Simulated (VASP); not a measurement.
# GaN (Fm-3m) in VASP: a series of runs, part 3 of 4

VASP 6.6.1. Earlier steps stand in the parts before.

## Step 4: G0W0 quasiparticle levels, PBE

POSCAR reads:

```
GaN
1.0
    0.0000000000      2.1352350000      2.1352350000
    2.1352350000      0.0000000000      2.1352350000
    2.1352350000      2.1352350000      0.0000000000
Ga N
1 1
Direct
    0.0000000000      0.0000000000      0.0000000000
    0.5000000000      0.5000000000      0.5000000000
```

INCAR.step1 reads:

```
SYSTEM = GaN
ALGO = Fast
EDIFF = 1E-8
ENCUT = 450
GGA = PE
ISMEAR = 0
LASPH = .True.
LCHARG = .False.
LREAL = .False.
LWAVE = .True.
NELM = 60
PREC = Accurate
SIGMA = 0.01
```

INCAR.step2 reads:

```
SYSTEM = GaN
ALGO = Exact
EDIFF = 1E-8
ENCUT = 450
GGA = PE
ISMEAR = 0
ISTART = 1
LASPH = .True.
LCHARG = .False.
LOPTICS = .True.
LREAL = .False.
LWAVE = .True.
NBANDS = 21
NELM = 1
PREC = Accurate
SIGMA = 0.01
```

INCAR.step3 reads:

```
SYSTEM = GaN
ALGO = EVGW0
EDIFF = 1E-8
ENCUT = 450
ENCUTGW = 100
GGA = PE
ISMEAR = 0
ISTART = 1
LASPH = .True.
LCHARG = .False.
LREAL = .False.
LWAVE = .False.
NBANDS = 21
NBANDSGW = 17
NELMGW = 1
NOMEGA = 48
PREC = Accurate
PRECFOCK = Fast
SIGMA = 0.01
```

KPOINTS reads:

```
k-points
0
Gamma
  3 3 3
  0 0 0
```

Potentials or basis: VASP PAW PBE potentials, release 64 (Ga_d_GW, N_GW).

Started as:

```console
cat potpaw_PBE.64/Ga_d_GW/POTCAR potpaw_PBE.64/N_GW/POTCAR > POTCAR
cp INCAR.step1 INCAR
mpirun -np 1 vasp_std > vasp.out
cp INCAR.step2 INCAR
mpirun -np 1 vasp_std > vasp.out
cp INCAR.step3 INCAR
mpirun -np 1 vasp_std > vasp.out
```

OUTCAR:

```text
SYSTEM = GaN
   EDIFF = 1E-8
   ENCUT = 450
   ENCUTGW = 100
   GGA = PE
   ISMEAR = 0
   ISTART = 1
   LASPH = .True.
   LREAL = .False.
   NELMGW = 1
   PREC = Accurate
   PRECFOCK = Fast

 Found      4 irreducible k-points:

 Following reciprocal coordinates:
            Coordinates               Weight
  0.000000  0.000000  0.000000      1.000000
  0.333333  0.000000  0.000000      8.000000
  0.333333  0.333333  0.000000      6.000000
 -0.333333  0.333333  0.000000     12.000000
   k-points           NKPTS =      4   k-points in BZ     NKDIM =     27   number of bands    NBANDS=     21
   number of dos      NEDOS =    301   number of ions     NIONS =      2
   total plane-waves  NPLWV =  13824
   dimension x,y,z NGX =    24 NGY =   24 NGZ =   24
   dimension x,y,z NGXF=    48 NGYF=   48 NGZF=   48
   ions per type =               1   1
   NGX,Y,Z   is equivalent  to a cutoff of  13.21, 13.21, 13.21 a.u.
   NGXF,Y,Z  is equivalent  to a cutoff of  26.43, 26.43, 26.43 a.u.
 SYSTEM =  GaN
   PREC   = accura    normal or accurate (medium, high low for compatibility)
   ISTART =      1    job   : 0-new  1-cont  2-samecut
   ICHARG =      0    charge: 1-file 2-atom 10-const
   ISPIN  =      1    spin polarized calculation?
   LNONCOLLINEAR =      F non collinear calculations
   LSORBIT =      F    spin-orbit coupling
   LASPH  =      T    aspherical Exc in radial PAW
   ENCUT  =  450.0 eV  33.07 Ry    5.75 a.u.   5.22  5.22  5.22*2*pi/ulx,y,z
   NELM   =     60;   NELMIN=  2; NELMDL=  0     # of ELM steps
   EDIFF  = 0.1E-07   stopping-criterion for ELM
   LREAL  =      F    real-space projection
   EDIFFG = 0.1E-06   stopping-criterion for IOM
   NSW    =      0    number of steps for IOM
   IBRION =     -1    ionic relax: 0-MD 1-quasi-New 2-CG
   NFREE  =      0    steps in history (QN), initial steepest desc. (CG)
   ISIF   =      0    stress and relaxation
   ISYM   =      3    0-nonsym 1-usesym 2-fastsym
   POTIM  = 0.5000    time-step for ionic-motion
   TEBEG  =    0.0;   TEEND  =   0.0 temperature during run
   PSTRESS=    0.0 pullay stress
   NELECT =      18.0000    total number of electrons
   NUPDOWN=      -1.0000    fix difference up-down
   EMIN   =  10.00;   EMAX   =-10.00  energy-range for DOS
   EFERMI =   0.00;   METHOD = LEGACY
   ISMEAR =     0;   SIGMA  =   0.01  broadening in eV -4-tet -1-fermi 0-gaus
   EFERMI_NEDOS =   21; number of points for ismear=-14 and -15
   IALGO  =     38    algorithm
   IMIX   =      4    mixing-type and parameters
     AMIX     =   0.40;   BMIX     =  1.00
     AMIX_MAG =   1.60;   BMIX_MAG =  1.00
  volume/ion in A,a.u.               =       9.74        65.70
  Fermi-wavevector in a.u.,A,eV,Ry     =   1.594814  3.013761 34.605481  2.543431
  Thomas-Fermi vector in A             =   2.692830
   LORBIT       =      0    0 simple, 1 ext, 2 COOP (PROOUT), +10 PAW based schemes
   GGA     = PE    functional components
   LHFCALC =     T    Hartree Fock is set to
   PRECFOCK=fast      Normal, Fast or Accurate (Low or Medium for compatibility)
   ENCUT4O =  -1.0   cutoff for four orbital integrals eV
   NKREDX  =     1    reduce k-point grid by
   NKREDY  =     1    reduce k-point grid by
   NKREDZ  =     1    reduce k-point grid by
   AEXX    =    1.0000 exact exchange contribution
   HFSCREEN=    0.0000 screening length (either q_TF or 0.3 A-1)
   HFSCREENC=   0.0000 screening length for correlation (either q_TF or 0.3 A-1)
   ENCUTFOCK=  -1.0 apply spherical cutoff to Coloumb kernel
   IVDW    =     0    specifies the selected vdW correction
   LEPSILON=     F    determine dielectric tensor
   LRPA    =     F    only Hartree local field effects (RPA)
   LRPAFORCE           =     F    calculate RPA forces
   ENCUTGW             = 100.0    cutoff for response function in eV
   ENCUTGWSOFT         =  80.0    soft cutoff for Coulomb kernel in GW response function in eV
   ENCUTLF             =  -1.0    cutoff for local field effects
   NELMGW              =     1    number of iterations in solving QP/BSE equation
   NELMHF              =     1    number of iterations in the inner HF iteration
   NKREDLFX            =     1    NKREDLFY  =   1   NKREDLFZ  =   1
 non-spin polarized calculation
 Gauss-broadening in eV      SIGMA  =   0.01
  energy-cutoff  :      450.00
  volume of cell :       19.47
 maximum number of plane-waves:       432
 NGX is ok and might be reduce to    24
  NGX = 12; NGY = 12; NGZ = 12
   NGX = 11   NGY = 11   NGZ = 11
 maximum number of plane-waves:        59

 QP shifts <psi_nk| G(iteration)W_0 |psi_nk>: iteration 1
 for sc-GW calculations column KS-energies equals QP-energies in previous step
 and V_xc(KS)=  KS-energies - (<T + V_ion + V_H > + <T+V_H+V_ion>^1  + <V_x>^1)

 k-point   1 :       0.0000    0.0000    0.0000
  band No.  KS-energies  QP-energies   sigma(KS)   V_xc(KS)     V^pw_x(r,r')   Z            occupation Imag(sigma)

      1      -9.5376     -10.1251     -15.2158     -14.4207     -24.1393       0.7390       2.0000       1.7178
      2      -6.8856     -10.2606     -26.3052     -21.6616     -35.0060       0.7268       2.0000       0.2793
      3      -6.8856     -10.2606     -26.3052     -21.6616     -35.0060       0.7268       2.0000       0.2793
      4      -6.8856     -10.2606     -26.3052     -21.6616     -35.0060       0.7268       2.0000       0.2793
      5      -6.7935     -10.2719     -26.6384     -21.8539     -35.4739       0.7270       2.0000       0.3276
      6      -6.7935     -10.2719     -26.6384     -21.8539     -35.4739       0.7270       2.0000       0.3276
[... 9 lines left out ...]
     16      22.6723      24.3641     -10.4108     -12.5947      -4.4060       0.7747       0.0000      -0.6590
     17      23.3076      24.0912      -7.9892      -8.9869      -2.3546       0.7854       0.0000      -0.4095

 k-point   2 :       0.3333    0.0000    0.0000
  band No.  KS-energies  QP-energies   sigma(KS)   V_xc(KS)     V^pw_x(r,r')   Z            occupation Imag(sigma)

      1      -7.6677      -8.3376     -16.5405     -15.5741     -25.1861       0.6932       2.0000       1.2586
      2      -6.9641     -10.3243     -26.2548     -21.6024     -35.0834       0.7222       2.0000       0.3355
      3      -6.9641     -10.3243     -26.2548     -21.6024     -35.0834       0.7222       2.0000       0.3355
      4      -6.9019      -9.9688     -25.3045     -21.0538     -33.9943       0.7215       2.0000       0.3764
      5      -6.7247     -10.1624     -26.5970     -21.8787     -35.3416       0.7286       2.0000       0.2872
      6      -6.7247     -10.1624     -26.5970     -21.8787     -35.3416       0.7286       2.0000       0.2872
[... 9 lines left out ...]
     16      26.4436      27.9083     -10.5104     -12.3249      -5.1568       0.8072       0.0000      -0.6339
     17      32.8236      34.6608      -9.3580     -11.5740      -3.2433       0.8291       0.0000      -1.3261

 k-point   3 :       0.3333    0.3333    0.0000
  band No.  KS-energies  QP-energies   sigma(KS)   V_xc(KS)     V^pw_x(r,r')   Z            occupation Imag(sigma)

      1      -8.2414     -10.0816     -20.8792     -18.2900     -29.9334       0.7107       2.0000       0.9284
      2      -7.0062     -10.3233     -26.0558     -21.4681     -34.7429       0.7231       2.0000       0.2853
      3      -6.7184     -10.2195     -26.7383     -21.9390     -35.5847       0.7295       2.0000       0.3274
      4      -6.7057     -10.1309     -26.5537     -21.8683     -35.2663       0.7311       2.0000       0.2770
      5      -6.7057     -10.1309     -26.5537     -21.8683     -35.2663       0.7311       2.0000       0.2770
      6      -5.6748      -7.6020     -21.2764     -18.6040     -29.5240       0.7211       2.0000       0.7084
[... 9 lines left out ...]
     16      33.7031      35.9867      -9.6612     -12.3381      -4.0704       0.8531       0.0000      -1.3432
     17      33.7031      35.9867      -9.6612     -12.3381      -4.0704       0.8531       0.0000      -1.3432

 k-point   4 :      -0.3333    0.3333    0.0000
  band No.  KS-energies  QP-energies   sigma(KS)   V_xc(KS)     V^pw_x(r,r')   Z            occupation Imag(sigma)

      1      -7.8768     -10.1857     -22.8661     -19.5695     -31.9332       0.7004       2.0000       0.7026
      2      -6.9394     -10.2345     -25.9788     -21.4322     -34.6613       0.7247       2.0000       0.2997
      3      -6.8688     -10.2808     -26.4354     -21.7284     -35.3046       0.7249       2.0000       0.3457
      4      -6.8067     -10.1718     -26.2862     -21.6602     -34.9837       0.7274       2.0000       0.2877
      5      -6.6877     -10.1274     -26.5976     -21.9037     -35.3089       0.7328       2.0000       0.2736
      6      -4.5080      -6.0611     -21.0229     -18.9229     -29.2231       0.7396       2.0000       0.7874
[... 9 lines left out ...]
     16      30.1108      31.9601      -9.7283     -12.0552      -3.8149       0.7948       0.0000      -1.1267
     17      34.9388      37.3113     -10.4774     -13.3243      -4.4134       0.8334       0.0000      -1.5541
```

Wall time 8.3 s (1 thread of Intel Xeon 6975P-C (Granite Rapids), shared host); peak memory 0.15 GiB.

The run converged, but some of its settings lie outside the range that counts as converged, so its numbers aren't taken as properties of the crystal.

Results:

```yaml
Band_gap_on_the_k_mesh_mean-field_level: 2.07 eV, indirect (least direct gap 2.26 eV)
Quasiparticle_gap: 3.00 eV
Least_direct_quasiparticle_gap: 3.10 eV
```

Caveat: the k mesh is coarse (spacing up to 0.85 Å⁻¹), so the values aren't converged; bands, screening cutoff and mesh are small and nothing is extrapolated, so the quasiparticle values aren't converged; an odd mesh through Γ misses points on the zone boundary, where band edges often lie.

## Step 5: G0W0 quasiparticle levels, PBE

POSCAR is that of step 4.

INCAR.step1 is that of step 4.

INCAR.step2: that of step 4 with these lines changed.

```diff
@@ -12,3 +12,3 @@
 LWAVE = .True.
-NBANDS = 21
+NBANDS = 32
 NELM = 1
```

INCAR.step3: that of step 4 with these lines changed.

```diff
@@ -12,3 +12,3 @@
 LWAVE = .False.
-NBANDS = 21
+NBANDS = 32
 NBANDSGW = 17
```

KPOINTS is that of step 4.

Potentials or basis: VASP PAW PBE potentials, release 64 (Ga_d_GW, N_GW).

Started as:

```console
cat potpaw_PBE.64/Ga_d_GW/POTCAR potpaw_PBE.64/N_GW/POTCAR > POTCAR
cp INCAR.step1 INCAR
mpirun -np 1 vasp_std > vasp.out
cp INCAR.step2 INCAR
mpirun -np 1 vasp_std > vasp.out
cp INCAR.step3 INCAR
mpirun -np 1 vasp_std > vasp.out
```

OUTCAR:

```text
SYSTEM = GaN
   EDIFF = 1E-8
   ENCUT = 450
   ENCUTGW = 100
   GGA = PE
   ISMEAR = 0
   ISTART = 1
   LASPH = .True.
   LREAL = .False.
   NELMGW = 1
   PREC = Accurate
   PRECFOCK = Fast

 Found      4 irreducible k-points:

 Following reciprocal coordinates:
            Coordinates               Weight
  0.000000  0.000000  0.000000      1.000000
  0.333333  0.000000  0.000000      8.000000
  0.333333  0.333333  0.000000      6.000000
 -0.333333  0.333333  0.000000     12.000000
   k-points           NKPTS =      4   k-points in BZ     NKDIM =     27   number of bands    NBANDS=     32
   number of dos      NEDOS =    301   number of ions     NIONS =      2
   total plane-waves  NPLWV =  13824
   dimension x,y,z NGX =    24 NGY =   24 NGZ =   24
   dimension x,y,z NGXF=    48 NGYF=   48 NGZF=   48
   ions per type =               1   1
   NGX,Y,Z   is equivalent  to a cutoff of  13.21, 13.21, 13.21 a.u.
   NGXF,Y,Z  is equivalent  to a cutoff of  26.43, 26.43, 26.43 a.u.
 SYSTEM =  GaN
   PREC   = accura    normal or accurate (medium, high low for compatibility)
   ISTART =      1    job   : 0-new  1-cont  2-samecut
   ICHARG =      0    charge: 1-file 2-atom 10-const
   ISPIN  =      1    spin polarized calculation?
   LNONCOLLINEAR =      F non collinear calculations
   LSORBIT =      F    spin-orbit coupling
   LASPH  =      T    aspherical Exc in radial PAW
   ENCUT  =  450.0 eV  33.07 Ry    5.75 a.u.   5.22  5.22  5.22*2*pi/ulx,y,z
   NELM   =     60;   NELMIN=  2; NELMDL=  0     # of ELM steps
   EDIFF  = 0.1E-07   stopping-criterion for ELM
   LREAL  =      F    real-space projection
   EDIFFG = 0.1E-06   stopping-criterion for IOM
   NSW    =      0    number of steps for IOM
   IBRION =     -1    ionic relax: 0-MD 1-quasi-New 2-CG
   NFREE  =      0    steps in history (QN), initial steepest desc. (CG)
   ISIF   =      0    stress and relaxation
   ISYM   =      3    0-nonsym 1-usesym 2-fastsym
   POTIM  = 0.5000    time-step for ionic-motion
   TEBEG  =    0.0;   TEEND  =   0.0 temperature during run
   PSTRESS=    0.0 pullay stress
   NELECT =      18.0000    total number of electrons
   NUPDOWN=      -1.0000    fix difference up-down
   EMIN   =  10.00;   EMAX   =-10.00  energy-range for DOS
   EFERMI =   0.00;   METHOD = LEGACY
   ISMEAR =     0;   SIGMA  =   0.01  broadening in eV -4-tet -1-fermi 0-gaus
   EFERMI_NEDOS =   21; number of points for ismear=-14 and -15
   IALGO  =     38    algorithm
   IMIX   =      4    mixing-type and parameters
     AMIX     =   0.40;   BMIX     =  1.00
     AMIX_MAG =   1.60;   BMIX_MAG =  1.00
  volume/ion in A,a.u.               =       9.74        65.70
  Fermi-wavevector in a.u.,A,eV,Ry     =   1.594814  3.013761 34.605481  2.543431
  Thomas-Fermi vector in A             =   2.692830
   LORBIT       =      0    0 simple, 1 ext, 2 COOP (PROOUT), +10 PAW based schemes
   GGA     = PE    functional components
   LHFCALC =     T    Hartree Fock is set to
   PRECFOCK=fast      Normal, Fast or Accurate (Low or Medium for compatibility)
   ENCUT4O =  -1.0   cutoff for four orbital integrals eV
   NKREDX  =     1    reduce k-point grid by
   NKREDY  =     1    reduce k-point grid by
   NKREDZ  =     1    reduce k-point grid by
   AEXX    =    1.0000 exact exchange contribution
   HFSCREEN=    0.0000 screening length (either q_TF or 0.3 A-1)
   HFSCREENC=   0.0000 screening length for correlation (either q_TF or 0.3 A-1)
   ENCUTFOCK=  -1.0 apply spherical cutoff to Coloumb kernel
   IVDW    =     0    specifies the selected vdW correction
   LEPSILON=     F    determine dielectric tensor
   LRPA    =     F    only Hartree local field effects (RPA)
   LRPAFORCE           =     F    calculate RPA forces
   ENCUTGW             = 100.0    cutoff for response function in eV
   ENCUTGWSOFT         =  80.0    soft cutoff for Coulomb kernel in GW response function in eV
   ENCUTLF             =  -1.0    cutoff for local field effects
   NELMGW              =     1    number of iterations in solving QP/BSE equation
   NELMHF              =     1    number of iterations in the inner HF iteration
   NKREDLFX            =     1    NKREDLFY  =   1   NKREDLFZ  =   1
 non-spin polarized calculation
 Gauss-broadening in eV      SIGMA  =   0.01
  energy-cutoff  :      450.00
  volume of cell :       19.47
 maximum number of plane-waves:       432
 NGX is ok and might be reduce to    24
  NGX = 12; NGY = 12; NGZ = 12
   NGX = 11   NGY = 11   NGZ = 11
 maximum number of plane-waves:        59

 QP shifts <psi_nk| G(iteration)W_0 |psi_nk>: iteration 1
 for sc-GW calculations column KS-energies equals QP-energies in previous step
 and V_xc(KS)=  KS-energies - (<T + V_ion + V_H > + <T+V_H+V_ion>^1  + <V_x>^1)

 k-point   1 :       0.0000    0.0000    0.0000
  band No.  KS-energies  QP-energies   sigma(KS)   V_xc(KS)     V^pw_x(r,r')   Z            occupation Imag(sigma)

      1      -9.5376     -10.2376     -15.3647     -14.4207     -24.1393       0.7416       2.0000       1.5618
      2      -6.8856     -10.0598     -26.0067     -21.6616     -35.0060       0.7305       2.0000       0.2630
      3      -6.8856     -10.0598     -26.0067     -21.6616     -35.0060       0.7305       2.0000       0.2630
      4      -6.8856     -10.0598     -26.0067     -21.6616     -35.0060       0.7305       2.0000       0.2630
      5      -6.7935     -10.0587     -26.3116     -21.8539     -35.4739       0.7325       2.0000       0.3117
      6      -6.7935     -10.0587     -26.3116     -21.8539     -35.4739       0.7325       2.0000       0.3117
[... 9 lines left out ...]
     16      22.6723      23.8220     -11.1043     -12.5947      -4.4060       0.7714       0.0000      -0.6383
     17      23.3076      23.6514      -8.5490      -8.9869      -2.3546       0.7851       0.0000      -0.3997

 k-point   2 :       0.3333    0.0000    0.0000
  band No.  KS-energies  QP-energies   sigma(KS)   V_xc(KS)     V^pw_x(r,r')   Z            occupation Imag(sigma)

      1      -7.6677      -8.4246     -16.6562     -15.5741     -25.1861       0.6995       2.0000       1.1528
      2      -6.9641     -10.1219     -25.9469     -21.6024     -35.0834       0.7268       2.0000       0.3199
      3      -6.9641     -10.1219     -25.9469     -21.6024     -35.0834       0.7268       2.0000       0.3199
      4      -6.9019      -9.8048     -25.0521     -21.0538     -33.9943       0.7260       2.0000       0.3502
      5      -6.7247      -9.9555     -26.2845     -21.8787     -35.3416       0.7333       2.0000       0.2717
      6      -6.7247      -9.9555     -26.2845     -21.8787     -35.3416       0.7333       2.0000       0.2717
[... 9 lines left out ...]
     16      26.4436      27.3177     -11.2329     -12.3249      -5.1568       0.8004       0.0000      -0.6154
     17      32.8236      33.8985     -10.2613     -11.5740      -3.2433       0.8188       0.0000      -1.2900

 k-point   3 :       0.3333    0.3333    0.0000
  band No.  KS-energies  QP-energies   sigma(KS)   V_xc(KS)     V^pw_x(r,r')   Z            occupation Imag(sigma)

      1      -8.2414     -10.0367     -20.8104     -18.2900     -29.9334       0.7123       2.0000       0.8472
      2      -7.0062     -10.1337     -25.7672     -21.4681     -34.7429       0.7275       2.0000       0.2690
      3      -6.7184     -10.0043     -26.4068     -21.9390     -35.5847       0.7355       2.0000       0.3132
      4      -6.7057      -9.9253     -26.2468     -21.8683     -35.2663       0.7353       2.0000       0.2607
      5      -6.7057      -9.9253     -26.2468     -21.8683     -35.2663       0.7353       2.0000       0.2607
      6      -5.6748      -7.5398     -21.1814     -18.6040     -29.5240       0.7236       2.0000       0.6594
[... 9 lines left out ...]
     16      33.7031      35.0428     -10.7419     -12.3381      -4.0704       0.8393       0.0000      -1.2952
     17      33.7031      35.0428     -10.7419     -12.3381      -4.0704       0.8393       0.0000      -1.2952

 k-point   4 :      -0.3333    0.3333    0.0000
  band No.  KS-energies  QP-energies   sigma(KS)   V_xc(KS)     V^pw_x(r,r')   Z            occupation Imag(sigma)

      1      -7.8768     -10.0912     -22.7136     -19.5695     -31.9332       0.7043       2.0000       0.6449
      2      -6.9394     -10.0475     -25.6954     -21.4322     -34.6613       0.7290       2.0000       0.2829
      3      -6.8688     -10.0721     -26.1163     -21.7284     -35.3046       0.7301       2.0000       0.3309
      4      -6.8067      -9.9735     -25.9897     -21.6602     -34.9837       0.7315       2.0000       0.2721
      5      -6.6877      -9.9180     -26.2878     -21.9037     -35.3089       0.7368       2.0000       0.2565
      6      -4.5080      -6.0191     -20.9642     -18.9229     -29.2231       0.7403       2.0000       0.7197
[... 9 lines left out ...]
     16      30.1108      31.2269     -10.6356     -12.0552      -3.8149       0.7862       0.0000      -1.0911
     17      34.9388      36.4678     -11.4682     -13.3243      -4.4134       0.8237       0.0000      -1.5184
```

It took 9.4 s on 1 thread of Intel Xeon 6975P-C (Granite Rapids), shared host; peak memory 0.14 GiB.

These settings aren't checked as converged: the numbers below hold their error.

What came out:

```yaml
Band_gap_on_the_k_mesh_mean-field_level: 2.07 eV, indirect (least direct gap 2.26 eV)
Quasiparticle_gap: 2.97 eV
Least_direct_quasiparticle_gap: 3.10 eV
```

Caveat: the k mesh is coarse (spacing up to 0.85 Å⁻¹), so the values aren't converged; bands, screening cutoff and mesh are small and nothing is extrapolated, so the quasiparticle values aren't converged; an odd mesh through Γ misses points on the zone boundary, where band edges often lie.

(Continued in part 4 of 4.)
